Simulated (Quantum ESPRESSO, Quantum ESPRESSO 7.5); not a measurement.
# AlN, rock salt type, strained in the (001) plane: a series in biaxial strain in the plane

Wanted: a table for AlN, rock salt type, strained in the (001) plane against biaxial strain in the plane, and what can be fitted to it.

Calculated with Quantum ESPRESSO 7.5; plane-wave DFT, PBE, GBRV ultrasoft pseudopotentials.

The structure was built from a prototype and need not be the compound's stable phase.

**1. Starting point**

It takes space group Fm-3m (No. 225, cubic). The conventional cell has a = 4.070 Å, b = 4.070 Å, c = 4.070 Å, α = 90.00°, β = 90.00°, γ = 90.00°. Al has 6 N at 2.04 Å nearest. N has 6 Al at 2.04 Å nearest. Farther neighbours and most contacts between anions are not listed.

Set-up: The cubic cell is relaxed first; each member is held at its strain in the plane while the axis along [001] relaxes. pwcond (ikind = 0) gives the complex bands along [001] at three points across. Fixed occupations.

Members -2, -1, 0, 1 and 2 took the same steps and show in the table alone.

**2. Variable-cell relaxation of the reference**

The bulk crystal is relaxed in cell and atoms; the members are built on its lattice constants.

Contents of ref.vc.in:

```
&control
  prefix = 'ref.vc'
  outdir = './out'
  pseudo_dir = './pseudo'
  nstep = 40
  forc_conv_thr = 0.001
  calculation = 'vc-relax'
/
&system
  ibrav = 0
  nat = 4
  ntyp = 2
  ecutwfc = 50
  ecutrho = 250
  occupations = 'fixed'
/
&electrons
  conv_thr = 1e-10
  mixing_beta = 0.6
  electron_maxstep = 120
/
&ions
/
&cell
  press_conv_thr = 0.2
/
ATOMIC_SPECIES
  Al  26.9815  al_pbe_v1.uspp.F.UPF
  N   14.0070  n_pbe_v1.2.uspp.F.UPF
CELL_PARAMETERS angstrom
  2.87792459942925 0.00000000000000 0.00000000000000
  0.00000000000000 2.87792459942925 0.00000000000000
  0.00000000000000 0.00000000000000 4.07000000000000
ATOMIC_POSITIONS crystal
  Al  0.000000000000 0.000000000000 0.000000000000
  N   0.500000000000 0.500000000000 0.000000000000
  Al  0.500000000000 0.500000000000 0.500000000000
  N   0.000000000000 0.000000000000 0.500000000000
K_POINTS automatic
  8 8 6 0 0 0
```

Launch:

```console
OMP_NUM_THREADS=1 mpirun -n 4 pw.x -nk 4 -in ref.vc.in > ref.vc.out
```

Output:

```text
Program PWSCF v.7.5 starts
[citation notice left out]

     Parallel version (MPI & OpenMP), running on       4 processor cores
     Number of MPI processes:                 4
     Threads/MPI process:                     1

     MPI processes distributed on     1 nodes
[...]
Current dimensions of program PWSCF are:
     Max number of different atomic species (ntypx) = 10
     Max number of k-points (npk) =  40000
     Max angular momentum in pseudopotentials (lmaxx) =  4
     Found identity + ( -0.5000 -0.5000 -0.5000) symmetry
     This is a supercell, fractional translations are disabled
     Message from routine setup:
     using ibrav=0 with symmetry is DISCOURAGED, use correct ibrav instead

     K-points division:     npool     =       4
     Subspace diagonalization in iterative solution of the eigenvalue problem:
     a serial algorithm will be used

     G-vector sticks info
     --------------------
     sticks:   dense  smooth     PW     G-vecs:    dense   smooth      PW
     Sum         593     481    145                15271    10955    1923

     Using Slab Decomposition

     bravais-lattice index     =            0
     lattice parameter (alat)  =       5.4385  a.u.
     unit-cell volume          =     227.4835 (a.u.)^3
     number of atoms/cell      =            4
     number of atomic types    =            2
     number of electrons       =        16.00
     number of Kohn-Sham states=            8
     kinetic-energy cutoff     =      50.0000  Ry
     charge density cutoff     =     250.0000  Ry
     scf convergence threshold =      1.0E-10
     mixing beta               =       0.6000
     number of iterations used =            8  plain     mixing
     energy convergence thresh.=      1.0E-04
     force convergence thresh. =      1.0E-03
     press convergence thresh. =      2.0E-01
     Exchange-correlation= SLA  PW   PBE  PBE
                           (   1   4   3   4   0   0   0)
     nstep                     =           40

     celldm(1)=   5.438489  celldm(2)=   0.000000  celldm(3)=   0.000000
     celldm(4)=   0.000000  celldm(5)=   0.000000  celldm(6)=   0.000000

     crystal axes: (cart. coord. in units of alat)
               a(1) = (   1.000000   0.000000   0.000000 )
               a(2) = (   0.000000   1.000000   0.000000 )
               a(3) = (   0.000000   0.000000   1.414214 )

     reciprocal axes: (cart. coord. in units 2 pi/alat)
               b(1) = (  1.000000  0.000000  0.000000 )
               b(2) = (  0.000000  1.000000  0.000000 )
               b(3) = (  0.000000  0.000000  0.707107 )

     PseudoPot. # 1 for Al read from file:
     ./pseudo/al_pbe_v1.uspp.F.UPF
     Pseudo is Ultrasoft + core correction, Zval =  3.0
     Generated by new atomic code, or converted to UPF format
     Using radial grid of  893 points,  3 beta functions with:
                l(1) =   0
                l(2) =   1
                l(3) =   2
     Q(r) pseudized with  8 coefficients,  rinner =    0.900   0.900   0.900
                                                       0.900   0.900

     PseudoPot. # 2 for N  read from file:
     ./pseudo/n_pbe_v1.2.uspp.F.UPF
     Pseudo is Ultrasoft + core correction, Zval =  5.0
     Generated by new atomic code, or converted to UPF format
     Using radial grid of  729 points,  4 beta functions with:
                l(1) =   0
                l(2) =   0
                l(3) =   1
                l(4) =   1
     Q(r) pseudized with  8 coefficients,  rinner =    0.900   0.900   0.900

     atomic species   valence    mass     pseudopotential
     Al                3.00    26.98150     Al( 1.00)
     N                 5.00    14.00700     N ( 1.00)

     16 Sym. Ops., with inversion, found

   Cartesian axes

     site n.     atom                  positions (alat units)
         1        Al     tau(   1) = (   0.0000000   0.0000000   0.0000000  )
         2        N      tau(   2) = (   0.5000000   0.5000000   0.0000000  )
         3        Al     tau(   3) = (   0.5000000   0.5000000   0.7071068  )
         4        N      tau(   4) = (   0.0000000   0.0000000   0.7071068  )

     number of k points=    60
                       cart. coord. in units 2pi/alat
        k(    1) = (   0.0000000   0.0000000   0.0000000), wk =   0.0052083
        k(    2) = (   0.0000000   0.0000000   0.1178511), wk =   0.0104167
        k(    3) = (   0.0000000   0.0000000   0.2357023), wk =   0.0104167
        k(    4) = (   0.0000000   0.0000000  -0.3535534), wk =   0.0052083
        k(    5) = (   0.0000000   0.1250000   0.0000000), wk =   0.0208333
        k(    6) = (   0.0000000   0.1250000   0.1178511), wk =   0.0416667
        k(    7) = (   0.0000000   0.1250000   0.2357023), wk =   0.0416667
        k(    8) = (   0.0000000   0.1250000  -0.3535534), wk =   0.0208333
        k(    9) = (   0.0000000   0.2500000   0.0000000), wk =   0.0208333
        k(   10) = (   0.0000000   0.2500000   0.1178511), wk =   0.0416667
[...]
k(   60) = (  -0.5000000  -0.5000000  -0.3535534), wk =   0.0052083

     Dense  grid:    15271 G-vectors     FFT dimensions: (  27,  27,  40)

     Smooth grid:    10955 G-vectors     FFT dimensions: (  25,  25,  36)

     Estimated max dynamical RAM per process >      19.02 MB

     Estimated total dynamical RAM >      64.88 MB

     Initial potential from superposition of free atoms

     starting charge      15.9951, renormalised to      16.0000
     Starting wfcs are   16 randomized atomic wfcs

     total cpu time spent up to now is        1.0 secs

     per-process dynamical memory:    17.4 Mb

     Self-consistent Calculation

     iteration #  1     ecut=    50.00 Ry     beta= 0.60
     Davidson diagonalization with overlap
     ethr =  1.00E-02,  avg # of iterations =  2.0

     total cpu time spent up to now is        1.4 secs

     total energy              =     -53.72586292 Ry
     estimated scf accuracy    <       0.88165088 Ry

     iteration #  2     ecut=    50.00 Ry     beta= 0.60
[...]
total energy              =     -54.02920904 Ry
     estimated scf accuracy    <       0.20229903 Ry

     iteration #  3     ecut=    50.00 Ry     beta= 0.60
[...]
total energy              =     -54.04477062 Ry
     estimated scf accuracy    <       0.01003099 Ry

     iteration #  4     ecut=    50.00 Ry     beta= 0.60
[...]
total energy              =     -54.04877037 Ry
     estimated scf accuracy    <       0.00803057 Ry

[...]
N                0.5000000000        0.5000000000        0.0000000000
Al               0.5000000000        0.5000000000        0.5000000000
N                0.0000000000        0.0000000000        0.5000000000
End final coordinates

[...]
Final scf calculation at the relaxed structure.
     The G-vectors are recalculated for the final unit cell
     Results may differ from those at the preceding step.

     G-vector sticks info
     --------------------
     sticks:   dense  smooth     PW     G-vecs:    dense   smooth      PW
     Sum         593     481    145                15271    11011    1923

     Using Slab Decomposition

     bravais-lattice index     =            0
     lattice parameter (alat)  =       5.4385  a.u.
     unit-cell volume          =     228.4180 (a.u.)^3
     number of atoms/cell      =            4
     number of atomic types    =            2
     number of electrons       =        16.00
     number of Kohn-Sham states=            8
     kinetic-energy cutoff     =      50.0000  Ry
     charge density cutoff     =     250.0000  Ry
     scf convergence threshold =      1.0E-12
     mixing beta               =       0.6000
     number of iterations used =            8  plain     mixing
     press convergence thresh. =      2.0E-01
     Exchange-correlation= SLA  PW   PBE  PBE
                           (   1   4   3   4   0   0   0)

     celldm(1)=   5.438489  celldm(2)=   0.000000  celldm(3)=   0.000000
     celldm(4)=   0.000000  celldm(5)=   0.000000  celldm(6)=   0.000000

     crystal axes: (cart. coord. in units of alat)
               a(1) = (   1.001382   0.000000   0.000000 )
               a(2) = (   0.000000   1.001382   0.000000 )
               a(3) = (   0.000000   0.000000   1.416108 )

     reciprocal axes: (cart. coord. in units 2 pi/alat)
               b(1) = (  0.998620  0.000000  0.000000 )
               b(2) = (  0.000000  0.998620  0.000000 )
               b(3) = (  0.000000  0.000000  0.706161 )

     PseudoPot. # 1 for Al read from file:
     ./pseudo/al_pbe_v1.uspp.F.UPF
     Pseudo is Ultrasoft + core correction, Zval =  3.0
     Generated by new atomic code, or converted to UPF format
     Using radial grid of  893 points,  3 beta functions with:
                l(1) =   0
                l(2) =   1
                l(3) =   2
     Q(r) pseudized with  8 coefficients,  rinner =    0.900   0.900   0.900
                                                       0.900   0.900

     PseudoPot. # 2 for N  read from file:
     ./pseudo/n_pbe_v1.2.uspp.F.UPF
     Pseudo is Ultrasoft + core correction, Zval =  5.0
     Generated by new atomic code, or converted to UPF format
     Using radial grid of  729 points,  4 beta functions with:
                l(1) =   0
                l(2) =   0
                l(3) =   1
                l(4) =   1
     Q(r) pseudized with  8 coefficients,  rinner =    0.900   0.900   0.900

     atomic species   valence    mass     pseudopotential
     Al                3.00    26.98150     Al( 1.00)
     N                 5.00    14.00700     N ( 1.00)

     16 Sym. Ops., with inversion, found

   Cartesian axes

     site n.     atom                  positions (alat units)
         1        Al     tau(   1) = (   0.0000000   0.0000000   0.0000000  )
         2        N      tau(   2) = (   0.5006908   0.5006908   0.0000000  )
         3        Al     tau(   3) = (   0.5006908   0.5006908   0.7080539  )
         4        N      tau(   4) = (   0.0000000   0.0000000   0.7080539  )

     number of k points=    60
                       cart. coord. in units 2pi/alat
        k(    1) = (   0.0000000   0.0000000   0.0000000), wk =   0.0052083
        k(    2) = (   0.0000000   0.0000000   0.1176935), wk =   0.0104167
        k(    3) = (   0.0000000   0.0000000   0.2353870), wk =   0.0104167
        k(    4) = (   0.0000000   0.0000000  -0.3530805), wk =   0.0052083
        k(    5) = (   0.0000000   0.1248275   0.0000000), wk =   0.0208333
        k(    6) = (   0.0000000   0.1248275   0.1176935), wk =   0.0416667
        k(    7) = (   0.0000000   0.1248275   0.2353870), wk =   0.0416667
        k(    8) = (   0.0000000   0.1248275  -0.3530805), wk =   0.0208333
        k(    9) = (   0.0000000   0.2496551   0.0000000), wk =   0.0208333
        k(   10) = (   0.0000000   0.2496551   0.1176935), wk =   0.0416667
[...]
k(   60) = (  -0.4993101  -0.4993101  -0.3530805), wk =   0.0052083

     Dense  grid:    15271 G-vectors     FFT dimensions: (  27,  27,  40)

     Smooth grid:    11011 G-vectors     FFT dimensions: (  25,  25,  36)

     Estimated max dynamical RAM per process >      19.26 MB

     Estimated total dynamical RAM >      65.87 MB

     Initial potential from superposition of free atoms

     starting charge      15.9951, renormalised to      16.0000
     Starting wfcs are   16 randomized atomic wfcs

     total cpu time spent up to now is       15.3 secs

     per-process dynamical memory:    18.4 Mb

     Self-consistent Calculation

     iteration #  1     ecut=    50.00 Ry     beta= 0.60
     Davidson diagonalization with overlap
     ethr =  1.00E-06,  avg # of iterations =  6.3

     total cpu time spent up to now is       16.1 secs

     total energy              =     -53.75652114 Ry
     estimated scf accuracy    <       0.83900978 Ry

[...]
iteration # 21     ecut=    50.00 Ry     beta= 0.60
[...]
End of self-consistent calculation

          k = 0.0000 0.0000 0.0000 (  1393 PWs)   bands (ev):

    -6.5109  -2.3180   3.5958   8.1033   8.1033  10.8497  10.8499  10.8499

          k = 0.0000 0.0000 0.1177 (  1357 PWs)   bands (ev):

    -6.3248  -2.8081   4.1776   8.2432   8.2432  10.1705  10.5970  10.5970

          k = 0.0000 0.0000 0.2354 (  1374 PWs)   bands (ev):

    -5.7793  -3.8494   5.5065   8.6472   8.6472   8.7246   9.9797   9.9797

          k = 0.0000 0.0000-0.3531 (  1362 PWs)   bands (ev):

    -4.9198  -4.9198   7.0954   7.0954   9.2632   9.2632   9.2632   9.2632

          k = 0.0000 0.1248 0.0000 (  1381 PWs)   bands (ev):

    -6.3018  -2.2869   3.8125   7.1058   8.2378   9.8937  10.5459  10.8110

          k = 0.0000 0.1248 0.1177 (  1358 PWs)   bands (ev):

    -6.1187  -2.7334   4.2548   7.3773   8.3719   9.0699  10.5814  10.6696

[...]
highest occupied level (ev):    10.8499

!    total energy              =     -54.04966970 Ry
     estimated scf accuracy    <          3.2E-13 Ry

     The total energy is the sum of the following terms:
     one-electron contribution =       5.71408182 Ry
     hartree contribution      =       9.13636397 Ry
     xc contribution           =     -19.92983247 Ry
     ewald contribution        =     -48.97028302 Ry

     convergence has been achieved in  21 iterations

     Forces acting on atoms (cartesian axes, Ry/au):

     atom    1 type  1   force =     0.00000000    0.00000000    0.00000000
     atom    2 type  2   force =     0.00000000    0.00000000    0.00000000
     atom    3 type  1   force =     0.00000000    0.00000000    0.00000000
     atom    4 type  2   force =     0.00000000    0.00000000    0.00000000

     Total force =     0.000000     Total SCF correction =     0.000000

     Computing stress (Cartesian axis) and pressure

          total   stress  (Ry/bohr**3)                   (kbar)     P=       -0.04
  -0.00000015   0.00000000   0.00000000           -0.02        0.00        0.00
   0.00000000  -0.00000015   0.00000000            0.00       -0.02        0.00
   0.00000000   0.00000000  -0.00000059            0.00        0.00       -0.09

[...]
=------------------------------------------------------------------------------=
   JOB DONE.
=------------------------------------------------------------------------------=
```

It took 24 s on 4 MPI ranks of Arm Neoverse N1, shared host; peak memory 0.23 GiB; 96 s of CPU time.

Relaxation path:

```tsv
step	energy less that of the first step (eV)	largest force (eV/Å)	volume (Å³)
1	0.0000	0.0000	33.71
2	-0.0004	0.0000	33.89
3	-0.0004	0.0000	33.85
4	-0.0006	0.0000	33.85
```

```tsv
conventional cell, symmetrised	before	after	change
a (Å)	4.070	4.076	+0.1 %
b (Å)	4.070	4.076	+0.1 %
c (Å)	4.070	4.076	+0.1 %
volume (Å³/atom)	8.43	8.46	+0.4 %
```

Final coordinates:

```cif
data_structure
_symmetry_space_group_name_H-M 'P 1'
_symmetry_Int_Tables_number 1
_cell_length_a 2.8819
_cell_length_b 2.8819
_cell_length_c 4.0755
_cell_angle_alpha 90.000
_cell_angle_beta 90.000
_cell_angle_gamma 90.000
_cell_volume 33.85
loop_
_atom_site_label
_atom_site_type_symbol
_atom_site_fract_x
_atom_site_fract_y
_atom_site_fract_z
_atom_site_occupancy
Al1 Al 0.00000 0.00000 0.00000 1
N2 N 0.50000 0.50000 0.00000 1
Al3 Al 0.50000 0.50000 0.50000 1
N4 N 0.00000 0.00000 0.50000 1
```

 The last row is no step: it is a fresh SCF in the final cell with a new plane-wave basis, -0 meV from the row before.

Numbers from this step:

* free energy: -735.3832 eV
* valence top, on the run's zero: 10.85 eV

[end of part 1 of 5]

[Logs are printed without paths, hosts, clocks, repeated set-up lines and the standing remarks that a program may print on its own settings, such as how far it seeks lower states.]

[Hosts, paths, dates, database ids (printed as entryN), source tags and the programs' standing remarks are cut or masked in the printed files.]

[Maps of the electrostatic potential energy from Ansatz leave out the sawtooth potential of an applied field or a dipole correction, so their vacuum need not be flat; planar profiles and work functions include it.]
